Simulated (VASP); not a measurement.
Crystal: Se.

```
CELL_PARAMETERS angstrom
4.36620 0.00000 0.00000
-2.18310 3.78124 0.00000
0.00000 0.00000 4.95360
ATOMIC_POSITIONS crystal
Se 0.77460 0.77460 0.00000
Se 0.00000 0.22540 0.66667
Se 0.22540 0.00000 0.33333
```

| Property | Result |
| --- | --- |
| Program | VASP 6.6.1 |
| Task | relaxation of cell and atoms |
| Functional | PBE |
| Dispersion | D3(BJ) |
| Potentials or basis | VASP PAW PBE potentials, release 64 (Se) |
| Cutoff | 600 eV |
| k mesh | 6 × 6 × 6 |
| Occupations | gaussian, width 0.02 eV |
| Spin | no spin polarisation |

At the start: pressure 0.9 GPa; volume 27.26 Å³/atom.

Task: How do energy, volume and symmetry change on relaxing?

Result: Over 13 steps the energy falls by 25.0 meV/atom and the volume is 24.54 Å³/atom (-10.0 %); space group P3_121 (No. 152, to 0.05 Å).

The path:
```csv
step,energy change (eV),largest force (eV/Å),pressure (GPa),volume (Å³)
1,0.0000,0.4466,0.86,81.78
2,-0.0110,0.0981,-1.79,83.52
3,-0.0153,0.0801,-0.91,82.90
4,-0.0277,0.0817,-0.81,81.62
5,-0.0576,0.1029,-0.25,77.83
6,-0.0597,0.1851,2.17,70.42
7,-0.0705,0.1543,0.66,74.30
8,-0.0708,0.1625,0.94,73.41
9,-0.0748,0.0141,-0.05,73.22
10,-0.0749,0.0106,0.09,73.25
11,-0.0749,0.0076,0.07,73.25
12,-0.0750,0.0045,0.06,73.34
13,-0.0750,0.0031,-0.04,73.62
```

Final structure:
```cif
data_structure
_symmetry_space_group_name_H-M 'P 1'
_symmetry_Int_Tables_number 1
_cell_length_a 4.0708
_cell_length_b 4.0708
_cell_length_c 5.1296
_cell_angle_alpha 90.000
_cell_angle_beta 90.000
_cell_angle_gamma 120.000
_cell_volume 73.62
loop_
_atom_site_label
_atom_site_type_symbol
_atom_site_fract_x
_atom_site_fract_y
_atom_site_fract_z
_atom_site_occupancy
Se1 Se 0.75242 0.75242 0.00000 1
Se2 Se 0.00000 0.24758 0.66667 1
Se3 Se 0.24758 0.00000 0.33333 1
```
